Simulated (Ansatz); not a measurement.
**Hf2Si: how the energy converges with the cutoff**

Hf2Si, I4/mcm, a = 6.551 Å, c = 5.166 Å. The structure is a Materials Project entry; whether it is the stable form wasn't checked. Ansatz: PBEsol, PAW, cutoff varied, Γ-centred 10×10×10 mesh on 6 atoms, Gaussian smearing 0.10 eV; no spin polarisation. Single points at one geometry, the cutoff alone changed; ΔE is the energy at zero smearing over the run at 850 eV (runs within 0.3 meV/atom of it are left out). The runs up to 380 eV lie under the cutoff recommended for these PAW datasets.

```
cutoff (eV)  ΔE (meV/atom)
        150              ?
        200        3856.25
        250         656.27
        300          65.60
        350           5.02
        380           2.01
        420           1.04
        460           0.54
```

Question: Assume ΔE falls exponentially with the cutoff, fit y = ln ΔE against x, the cutoff in eV, to the other rows, and predict the missing value.

Answer: y = 8.257, 6.487, 4.184, 1.613, 0.698, 0.039, -0.616. Means x = 337.1, y = 2.9517; Σ(Δx)² = 51743, ΣΔxΔy = -1875; the slope is their ratio. y = 15.17 − 0.03623 x, a factor of ten per 64 eV. At 150 eV this gives ΔE = 16907.29 meV/atom. The run gave 22623.35, a ratio of 0.75. Between neighbouring rows the decay runs from a factor of ten per 45 eV to one per 141 eV, so one exponential is only a rough guide. The fast fall gives way to a slow tail, so a fit to low cutoffs promises convergence too early.

Cost: 12 runs of about 12 core-minutes in all, on Intel Xeon Processor @ 2.70GHz (shared hosts).